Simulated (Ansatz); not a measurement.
Sb, DFT, PBE, PAW with Ansatz's default frozen-core files, scalar-relativistic (Ansatz 0.2.0), run on 1 thread of Arm Neoverse V1 on a shared host.

The cell is a measured one (Crystallography Open Database entry 9009654); the temperature and pressure of the measurement aren't taken into account, and nothing was relaxed. The listed cell was then made from it by scaling, straining or moving an atom.

Command: `ansatz run input.yaml --threads 1 --pin off --max-ram 2048MiB --backend cpu --events-out ev --progress --plain --runs-dir out`

```yaml
crystal:
  lattice:
    - [2.1075883254, 1.216816687, 3.744]
    - [-2.1075883254, 1.216816687, 3.744]
    - [0.0, -2.4336333739, 3.744]
  atoms:
    - { symbol: Sb, position: [0.23364, 0.23364, 0.23364] }
    - { symbol: Sb, position: [0.76636, 0.76636, 0.76636] }
kpoints:
  mp_grid: { grid: [9, 9, 9] }
scf:
  occupations: { method: fermi_dirac, width: 0.05 }
hamiltonian:
  xc: pbe
  pseudopotentials: { kind: paw }
output:
  forces: true
  stress: true
  eigenvalues: true
  efg: { contact_densities: true }
```

(1) How large is the problem that the program sets up?

(2) About how long does it take?

(3) And the same cell and mesh by all-electron LAPW, asked for forces, stress, eigenvalues, on the same hardware?

(4) And the same cell and mesh by crystal-made all-electron datasets, asked for forces, stress, eigenvalues, efg, on the same hardware?

Answers

(1) 85 irreducible k-points, 1129 plane waves at Γ, 19 bands.

(2) 6.1 s of wall time for 6 SCF iterations. Times on shared machines scatter by tens of per cent.

(3) 32 s.

(4) 6.2 s.
